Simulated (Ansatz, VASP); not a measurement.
**One calculation of Rh, two programs**

INCAR

```
SYSTEM = Rh
ALGO = Normal
EDIFF = 1E-6
ENCUT = 520
GGA = CA
ISIF = 2
ISMEAR = 1
LASPH = .TRUE.
LCHARG = .FALSE.
LREAL = .FALSE.
LWAVE = .FALSE.
NBANDS = 22
NELM = 100
PREC = Accurate
SIGMA = 0.1
```

Contents of KPOINTS:

```
k-points
0
G
  8 8 5
  0 0 0
```

The input POSCAR:

```
Rh
1.0
    2.6935700000      0.0175500000     -0.0015500000
   -1.3315900000      2.3648000000      0.0252000000
   -0.0025100000      0.0457300000      4.3786300000
Rh
2
Direct
    0.6694501826      0.3370179885      0.7427220329
    0.3456700000      0.6856400000      0.2618800000
```

Input for Ansatz:

```yaml
crystal:
  lattice:
    - [2.69357, 0.01755, -0.00155]
    - [-1.33159, 2.3648, 0.0252]
    - [-0.00251, 0.04573, 4.37863]
  atoms:
    - { symbol: Rh, position: [0.6694501826081389, 0.33701798846886094, 0.7427220328901112] }
    - { symbol: Rh, position: [0.34567, 0.68564, 0.26188] }
basis:
  ecutwfc: 540.0
  xc_grid: 2
kpoints:
  mp_grid:
    grid: [8, 8, 5]
hamiltonian:
  xc: lda
scf:
  convergence:
    dr2_threshold: 1.0e-09
  occupations:
    method: methfessel_paxton
output:
  forces: true
  stress: true
```

This isn't the form of Rh at room conditions, which is fcc.

Alike in both runs: task single point; functional LDA; k mesh 8 × 8 × 5; no spin polarisation.

|  | VASP | Ansatz |
| --- | --- | --- |
| version | VASP 6.6.1 | Ansatz 0.2.0 |
| potentials or method | VASP PAW LDA potentials, release 64 (Rh_pv) | plane waves, PAW |
| plane-wave cutoff (eV) | 520 | 540 |
| occupations | methfessel-paxton of order 1, width 0.1 eV | methfessel-paxton of order 1 |
| valence electrons in the cell | 30 | 34 |

Ansatz gave:

- pressure (GPa): -13.1
- largest component of the traceless stress (GPa): 1.86
- rms of the force components (eV/Å): 0.457

Question: Estimate VASP's values.

Answer: Pressure (GPa): -12.3; largest component of the traceless stress (GPa): 1.86; rms of the force components (eV/Å): 0.465.

Atom by atom the forces differ by 0.008 eV/Å (rms over components). The two sets of potentials don't hold the same shells in valence. Ansatz warned: «stress_scf_threshold_loose».
